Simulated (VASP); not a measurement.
# BN (P6_3/mmc) in VASP: notebook, part 2 of 2

VASP 6.6.1. The steps go on from the part before.

## 5. Relaxation of cell and atoms, PBE

This run uses another cell than the first one, of 10.44 Å³/atom, 1.164 times its volume.

The input, INCAR:

```
SYSTEM = BN
PREC = Accurate
ENCUT = 600
EDIFF = 1E-7
ISMEAR = 0
SIGMA = 0.03
LREAL = .False.
LASPH = .True.
NELM = 80
ALGO = Normal
ISIF = 3
LWAVE = .False.
LCHARG = .False.
GGA = PE
IBRION = 2
NSW = 90
EDIFFG = -0.005
```

The input, KPOINTS:

```
regular mesh
0
Gamma
  12 12 4
  0 0 0
```

The input, POSCAR:

```
BN                                      
1.0
    2.5122827482      0.0000000000     -0.0000000000
   -1.2561413741      2.1757006766      0.0000000000
    0.0000000000      0.0000000000      7.6381462060
  B               N             
     2     2
Direct
     0.3333333300000021    0.6666666699999979    0.2500000000000000
     0.6666666699999979    0.3333333300000021    0.7500000000000000
     0.3333333300000021    0.6666666699999979    0.7500000000000000
     0.6666666699999979    0.3333333300000021    0.2500000000000000
```

Potentials or basis: VASP PAW PBE potentials, release 64 (B, N).

The run is started by

```console
> cat potpaw_PBE.64/B/POTCAR potpaw_PBE.64/N/POTCAR > POTCAR
> mpirun -np 1 vasp_std > vasp.out
```

OUTCAR:

```text
SYSTEM = BN
   PREC = Accurate
   ENCUT = 600
   EDIFF = 1E-7
   ISMEAR = 0
   LREAL = .False.
   LASPH = .True.
   NELM = 80
   ISIF = 3
   GGA = PE
   IBRION = 2
   NSW = 90
   EDIFFG = -0.005

 ion  position               nearest neighbor table
   1  0.333  0.667  0.250-   4 1.45   4 1.45   4 1.45
   2  0.667  0.333  0.750-   3 1.45   3 1.45   3 1.45
   3  0.333  0.667  0.750-   2 1.45   2 1.45   2 1.45
   4  0.667  0.333  0.250-   1 1.45   1 1.45   1 1.45

  LATTYP: Found a hexagonal cell.
 ALAT       =     2.5122827482
 C/A-ratio  =     3.0403210831

  Lattice vectors:

 A1 = (   2.5122827482,   0.0000000000,   0.0000000000)
 A2 = (  -1.2561413741,   2.1757006766,   0.0000000000)
 A3 = (   0.0000000000,   0.0000000000,   7.6381462060)

Analysis of symmetry for initial positions (statically):
[... 395 lines left out ...]
      2     -16.6950      2.00000
      3      -4.6910      2.00000
      4      -3.9055      2.00000
      5      -0.4641      2.00000
      6      -0.4641      2.00000
      7      -0.4593      2.00000
      8      -0.4593      2.00000
      9       5.3811      0.00000
     10       9.0793      0.00000
     11      11.4474      0.00000
     12      12.3892      0.00000
[... 331 lines left out ...]
 k-point    24 :       0.3333    0.0000    0.2500
  band No.  band energies     occupation
      1     -14.8129      2.00000
      2     -14.7834      2.00000
      3      -5.9718      2.00000
      4      -5.9642      2.00000
      5      -2.6875      2.00000
      6      -2.6812      2.00000
      7      -1.8952      2.00000
      8      -1.4662      2.00000
      9       7.7825      0.00000
     10       7.9823      0.00000
     11       9.1423      0.00000
     12      10.8237      0.00000

 [... further k-points ...]

------------------------ aborting loop because EDIFF is reached ----------------------------------------

  FORCE on cell =-STRESS in cart. coord.  units (eV):
  Direction    XX          YY          ZZ          XY          YZ          ZX
  --------------------------------------------------------------------------------------
  -------------------------------------------------------------------------------------
  Total        0.0139911      0.0139911      0.0014764      0.0000000      0.0000000     -0.0000000
  in kB        0.5133316      0.5133316      0.0541678      0.0000000      0.0000000     -0.0000000
  external PRESSURE =       0.3602770 kB  Pullay stress =       0.0000000 kB
[... 19 lines left out ...]
  FREE ENERGIE OF THE ION-ELECTRON SYSTEM (eV)
  ---------------------------------------------------
  free  energy   TOTEN  =       -35.2099300023 eV

  energy  without entropy=      -35.2099300023  energy(sigma->0) =      -35.20993000

 reached required accuracy - stopping structural energy minimisation
```

OSZICAR:

```text
N       E                     dE             d eps       ncg     rms          rms(c)
DAV:   1     0.803581713074E+02    0.80358E+02   -0.88417E+03  1376   0.136E+03
[... 130 lines left out ...]
DAV:   3    -0.352103872865E+02    0.36542E-02   -0.78156E-03  1652   0.701E-01    0.104E-01
DAV:   4    -0.352099895233E+02    0.39776E-03   -0.10878E-03  1752   0.302E-01    0.401E-02
DAV:   5    -0.352099272480E+02    0.62275E-04   -0.30351E-04  1672   0.147E-01    0.222E-02
DAV:   6    -0.352099291788E+02   -0.19308E-05   -0.24788E-05  1560   0.539E-02    0.268E-03
DAV:   7    -0.352099297796E+02   -0.60081E-06   -0.11812E-06  1624   0.105E-02    0.166E-03
DAV:   8    -0.352099300092E+02   -0.22961E-06   -0.19205E-07  1496   0.414E-03    0.108E-03
DAV:   9    -0.352099300023E+02    0.69363E-08   -0.49246E-08  1100   0.207E-03
  15 F= -.35209930E+02 E0= -.35209930E+02  d E =-.381474E-03
```

It took 1.7 min on 1 thread of Intel Xeon 6975P-C (Granite Rapids), shared host; peak memory 0.18 GiB.

What came out:

```
Free energy                            : -35.2099 eV
Relaxed volume                         : 10.92 Å³/atom
Relaxed cell                           : a = 2.512 Å, b = 2.512 Å, c = 7.991 Å, α = 90.00°, β = 90.00°, γ = 120.00°
Space group after relaxing (to 0.05 Å) : P6_3/mmc (No. 194)
Energy gained by relaxing              : 0.3 meV/atom
Ionic steps                            : 15
Pressure after relaxing                : 0.0 GPa
Band gap on the k mesh                 : 4.50 eV, indirect (least direct gap 4.65 eV)
```

The path:
| step | energy change (eV) | largest force (eV/Å) | pressure (GPa) | volume (Å³) |
| --- | --- | --- | --- | --- |
| 1 | 0.0000 | 0.0000 | 0.02 | 41.75 |
| 2 | 0.0000 | 0.0000 | 0.15 | 41.76 |
| 3 | 0.0000 | 0.0000 | 0.21 | 41.76 |
| 4 | 0.0000 | 0.0000 | 0.21 | 41.77 |
| 5 | -0.0001 | 0.0000 | 0.19 | 41.80 |
| 6 | -0.0001 | 0.0000 | 0.15 | 41.86 |
| 7 | -0.0003 | 0.0000 | 0.07 | 41.98 |
| 8 | -0.0005 | 0.0000 | -0.08 | 42.23 |
| 9 | -0.0007 | 0.0000 | -0.38 | 42.71 |
| 10 | -0.0007 | 0.0000 | -0.50 | 42.90 |
| 11 | -0.0007 | 0.0000 | -0.49 | 42.91 |
| 12 | -0.0008 | 0.0000 | -0.45 | 42.96 |
| 13 | -0.0008 | 0.0000 | -0.38 | 43.06 |
| 14 | -0.0010 | 0.0000 | -0.24 | 43.27 |
| 15 | -0.0011 | 0.0000 | 0.04 | 43.67 |

Final structure:
```
B N
1.0
     2.51199    0.00000    0.00000
    -1.25600    2.17545    0.00000
     0.00000    0.00000    7.99094
B N
2 2
Direct
  0.33333 0.66667 0.25000
  0.66667 0.33333 0.75000
  0.33333 0.66667 0.75000
  0.66667 0.33333 0.25000
```

Caveat: this functional lacks dispersion, which binds the layers, so the pressure and a relaxed spacing across them are unreliable. Zero-point motion and thermal expansion aren't in these numbers.
